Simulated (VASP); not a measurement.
# BN (Fmm2) in VASP: further runs

Runs on BN. Level: PBE. Tasks: single point.

Program: VASP 6.6.1. These are calculated values, not measurements. Logs are shortened: lines on timing, memory, paths and dates and some standing lists are left out, and cuts for length are marked.

## Step 1: Starting point

The structure is orthorhombic, space group Fmm2 (No. 42). Conventional cell: a = 2.503 Å, b = 6.991 Å, c = 4.332 Å, α = 90.00°, β = 90.00°, γ = 90.00°. N (site symmetry mm2) is surrounded by 3 B at 1.44 Å. Around B (site symmetry mm2) lie 3 N at 1.44 Å.

Measurements of this composition are mostly on another form, of space group No. 194.

## Step 2: Single point, PBE

The input, INCAR:

```
PREC = Accurate
ENCUT = 520
EDIFF = 1E-7
ISMEAR = 0
SIGMA = 0.05
LREAL = False
LASPH = True
NELM = 100
ALGO = Normal
ISIF = 2
LWAVE = False
LCHARG = False
GGA = PE
ADDGRID = False
```

The input, KPOINTS:

```
regular mesh
0
Gamma
  9 9 9
```

The input, POSCAR:

```
BN
1.0
    0.0000000000      3.4953158300      2.1660912400
    1.2516321000      0.0000000000      2.1660912400
    1.2516321000      3.4953158300      0.0000000000
N B
1 1
Direct
    0.6643870000      0.6373240000      0.3259630000
   -0.0156690000     -0.0240960000      1.0349220000
```

Potentials or basis: VASP PAW PBE potentials, release 64 (N_s, B_s).

The run is started by

```bash
> cat potpaw_PBE.64/N_s/POTCAR potpaw_PBE.64/B_s/POTCAR > POTCAR
> mpirun -np 1 vasp_std > vasp.out
```

OUTCAR:

```text
PREC = Accurate
   ENCUT = 520
   EDIFF = 1E-7
   ISMEAR = 0
   LREAL = False
   LASPH = True
   NELM = 100
   ISIF = 2
   GGA = PE

 Found    365 irreducible k-points:

 Following reciprocal coordinates:
            Coordinates               Weight
  0.000000  0.000000  0.000000      1.000000
  0.111111 -0.000000 -0.000000      2.000000
 -0.111111 -0.111111 -0.111111      2.000000
  0.000000  0.111111  0.000000      2.000000
  0.000000  0.000000  0.111111      2.000000
  0.222222 -0.000000 -0.000000      2.000000
   k-points           NKPTS =    365   k-points in BZ     NKDIM =    365   number of bands    NBANDS=      8
   number of dos      NEDOS =    301   number of ions     NIONS =      2
   total plane-waves  NPLWV =  17920
   dimension x,y,z NGX =    32 NGY =   20 NGZ =   28
   dimension x,y,z NGXF=    64 NGYF=   40 NGZF=   56
   ions per type =               1   1
   NGX,Y,Z   is equivalent  to a cutoff of  12.94, 13.29, 12.54 a.u.
   NGXF,Y,Z  is equivalent  to a cutoff of  25.87, 26.58, 25.08 a.u.
 SYSTEM =  unknown system
   PREC   = accura    normal or accurate (medium, high low for compatibility)
   ISTART =      0    job   : 0-new  1-cont  2-samecut
   ICHARG =      2    charge: 1-file 2-atom 10-const
   ISPIN  =      1    spin polarized calculation?
   LNONCOLLINEAR =      F non collinear calculations
   LSORBIT =      F    spin-orbit coupling
   LASPH  =      T    aspherical Exc in radial PAW
   ENCUT  =  520.0 eV  38.22 Ry    6.18 a.u.   7.65  4.65  6.90*2*pi/ulx,y,z
   NELM   =    100;   NELMIN=  2; NELMDL= -5     # of ELM steps
   EDIFF  = 0.1E-06   stopping-criterion for ELM
   LREAL  =      F    real-space projection
   EDIFFG = 0.1E-05   stopping-criterion for IOM
   NSW    =      0    number of steps for IOM
   IBRION =     -1    ionic relax: 0-MD 1-quasi-New 2-CG
   NFREE  =      0    steps in history (QN), initial steepest desc. (CG)
   ISIF   =      2    stress and relaxation
   ISYM   =      2    0-nonsym 1-usesym 2-fastsym
   POTIM  = 0.5000    time-step for ionic-motion
   TEBEG  =    0.0;   TEEND  =   0.0 temperature during run
   PSTRESS=    0.0 pullay stress
   NELECT =       8.0000    total number of electrons
   NUPDOWN=      -1.0000    fix difference up-down
   EMIN   =  10.00;   EMAX   =-10.00  energy-range for DOS
   EFERMI =   0.00;   METHOD = LEGACY
   ISMEAR =     0;   SIGMA  =   0.05  broadening in eV -4-tet -1-fermi 0-gaus
   EFERMI_NEDOS =   21; number of points for ismear=-14 and -15
   IALGO  =     38    algorithm
   IMIX   =      4    mixing-type and parameters
     AMIX     =   0.40;   BMIX     =  1.00
     AMIX_MAG =   1.60;   BMIX_MAG =  1.00
  volume/ion in A,a.u.               =       9.48        63.95
  Fermi-wavevector in a.u.,A,eV,Ry     =   1.228047  2.320672 20.518928  1.508099
  Thomas-Fermi vector in A             =   2.362987
   LORBIT       =      0    0 simple, 1 ext, 2 COOP (PROOUT), +10 PAW based schemes
   GGA     = PE    functional components
   LHFCALC =     F    Hartree Fock is set to
   AEXX    =    0.0000 exact exchange contribution
   IVDW    =     0    specifies the selected vdW correction
   LEPSILON=     F    determine dielectric tensor
   LRPA    =     F    only Hartree local field effects (RPA)
 non-spin polarized calculation
 Gauss-broadening in eV      SIGMA  =   0.05
  energy-cutoff  :      520.00
  volume of cell :       18.95
 maximum number of plane-waves:       527
   NGX = 15   NGY =  9   NGZ = 13

 number of electron       8.0000000 magnetization

 Free energy of the ion-electron system (eV)
  ---------------------------------------------------
  ext. energy  EPLUGINS =         0.00000000
  ---------------------------------------------------
  free energy    TOTEN  =       -17.41711221 eV

  energy without entropy =      -17.41711221  energy(sigma->0) =      -17.41711221

 E-fermi :   3.3201     XC(G=0):  -9.7082

 val. band max:        3.1027988229   @ k =  -0.4444  -0.3333   0.2222
 cond. band min:       6.9276111397   @ k =   0.0000   0.4444   0.4444
 fundamental gap:      3.8248123168
 Fermi energy:         3.3200669272

 k-point     1 :       0.0000    0.0000    0.0000
  band No.  band energies     occupation
      1     -14.7148      2.00000
      2      -1.3136      2.00000
      3       1.0772      2.00000
      4       2.5146      2.00000
      5       7.8416      0.00000
      6      13.7544      0.00000
      7      15.6499      0.00000
      8      16.2081      0.00000

 k-point     2 :       0.1111   -0.0000   -0.0000
  band No.  band energies     occupation
      1     -14.4647      2.00000
      2      -1.0846      2.00000
      3       0.6893      2.00000
      4       1.4217      2.00000
      5       8.3894      0.00000
      6      13.8974      0.00000
      7      15.5057      0.00000
      8      16.6040      0.00000

 k-point     3 :      -0.1111   -0.1111   -0.1111
  band No.  band energies     occupation
      1     -14.4725      2.00000
      2      -1.0754      2.00000
      3       0.2665      2.00000
      4       1.9443      2.00000
      5       8.3598      0.00000
      6      14.3046      0.00000
      7      15.3680      0.00000
      8      15.8557      0.00000

 k-point     4 :       0.0000    0.1111    0.0000
  band No.  band energies     occupation
      1     -14.4725      2.00000
      2      -1.0750      2.00000
      3       0.2672      2.00000
      4       1.9435      2.00000
      5       8.3588      0.00000
      6      14.3275      0.00000
      7      15.3245      0.00000
      8      15.8652      0.00000

 k-point     5 :       0.0000    0.0000    0.1111
  band No.  band energies     occupation
      1     -14.4647      2.00000
      2      -1.0853      2.00000
      3       0.6895      2.00000
      4       1.4251      2.00000
      5       8.3788      0.00000
      6      13.8894      0.00000
      7      15.5096      0.00000
      8      16.6041      0.00000

 k-point     6 :       0.2222   -0.0000   -0.0000
  band No.  band energies     occupation
      1     -13.7412      2.00000
      2      -1.0351      2.00000
      3      -0.3909      2.00000
      4      -0.0894      2.00000
      5       9.7069      0.00000
      6      13.3261      0.00000
      7      14.3126      0.00000
      8      19.0461      0.00000

 [... further k-points ...]
[... 5 lines left out ...]
  --------------------------------------------------------------------------------------
  -------------------------------------------------------------------------------------
  Total        0.6732082      0.0317274      1.0429967     -0.2392390      0.0398306      0.7781702
  in kB       56.9102028      2.6821055     88.1705699    -20.2242633      3.3671108     65.7832463
  external PRESSURE =      49.2542928 kB  Pullay stress =       0.0000000 kB

 VOLUME and BASIS-vectors are now :
 -----------------------------------------------------------------------------
  energy-cutoff  :      520.00
  volume of cell :       18.95
      direct lattice vectors                 reciprocal lattice vectors
     0.000000000  3.495315830  2.166091240    -0.399478409  0.143048590  0.230830535
     1.251632100  0.000000000  2.166091240     0.399478409 -0.143048590  0.230830535
     1.251632100  3.495315830  0.000000000     0.399478409  0.143048590 -0.230830535

 POSITION                                       TOTAL-FORCE (eV/Angst)
 -----------------------------------------------------------------------------------
      1.20568      3.46159      2.81962         2.370236      1.282486     -0.544972
      1.26518      3.56261      4.24605        -2.370236     -1.282486      0.544972
 -----------------------------------------------------------------------------------
    total drift:                               -0.000033      0.000001     -0.000036

  FREE ENERGIE OF THE ION-ELECTRON SYSTEM (eV)
  ---------------------------------------------------
  free  energy   TOTEN  =       -17.4171122123 eV

  energy  without entropy=      -17.4171122123  energy(sigma->0) =      -17.41711221
```

Wall time 26 s (1 thread of Intel Xeon 6975P-C (Granite Rapids), shared host); peak memory 0.18 GiB.

These settings aren't checked as converged: the numbers below hold their error.

Results:

```yaml
Free_energy: -17.4171 eV
Pressure: 4.9 GPa
Largest_force: 2.750 eV/Å
Band_gap_on_the_k_mesh: 3.82 eV, indirect (least direct gap 4.54 eV)
```

Caveat: an odd mesh through Γ misses points on the zone boundary, where band edges often lie.

## Step 3: Single point, PBE

INCAR is that of step 2.

The input, KPOINTS:

```
regular mesh
0
Gamma
  11 11 11
```

The input, POSCAR:

```
BN
1.0
    0.0000000000      3.4953158300      2.1660912400
    1.2516321000      0.0000000000      2.1660912400
    1.2516321000      3.4953158300      0.0000000000
N B
1 1
Direct
    0.6666513400      0.6666513400      0.3333486600
    0.0000486500      0.0000486500      0.9999513500
```

Potentials or basis: VASP PAW PBE potentials, release 64 (N_s, B_s).

The run is started by

```bash
> cat potpaw_PBE.64/N_s/POTCAR potpaw_PBE.64/B_s/POTCAR > POTCAR
> mpirun -np 1 vasp_std > vasp.out
```

It took 16 s on 1 thread of Intel Xeon 6975P-C (Granite Rapids), shared host; peak memory 0.16 GiB.

The run converged, but some of its settings lie outside the range that counts as converged, so its numbers aren't taken as properties of the crystal.

Results:

| Item | Value |
| --- | --- |
| Free energy | -17.5610 eV |
| Pressure | 4.2 GPa |
| Largest force | 0.010 eV/Å |
| Band gap on the k mesh | 3.87 eV, indirect (least direct gap 4.72 eV) |

Caveat: an odd mesh through Γ misses points on the zone boundary, where band edges often lie.

## Step 4: Single point, PBE

INCAR is that of step 3.

KPOINTS is that of step 3.

The input, POSCAR:

```
BN
1.0
    0.0000000000      3.4953158300      2.1660912400
    1.2516321000      0.0000000000      2.1660912400
    1.2516321000      3.4953158300      0.0000000000
N B
1 1
Direct
    0.6643870000      0.6373240000      0.3259630000
   -0.0156690000     -0.0240960000      1.0349220000
```

The run is started by

```bash
> cat potpaw_PBE.64/N_s/POTCAR potpaw_PBE.64/B_s/POTCAR > POTCAR
> mpirun -np 1 vasp_std > vasp.out
```

It took 47 s on 1 thread of Intel Xeon 6975P-C (Granite Rapids), shared host; peak memory 0.22 GiB.

These settings aren't checked as converged: the numbers below hold their error.

What came out:

```
Free energy            : -17.4171 eV
Pressure               : 4.9 GPa
Largest force          : 2.749 eV/Å
Band gap on the k mesh : 3.71 eV, indirect (least direct gap 4.54 eV)
```

Caveat: an odd mesh through Γ misses points on the zone boundary, where band edges often lie.

## Step 5: For comparison

An earlier run on the cell as given: functional PBE; potentials or basis VASP PAW PBE potentials, release 64 (N, B); cutoff 520 eV; k mesh 13 × 13 × 13; occupations fermi-dirac, width 0.05 eV; no spin polarisation.

- Pressure: 3.3 GPa
- Largest force: 0.010 eV/Å
- Band gap on the k mesh: 3.90 eV, indirect (least direct gap 4.65 eV)
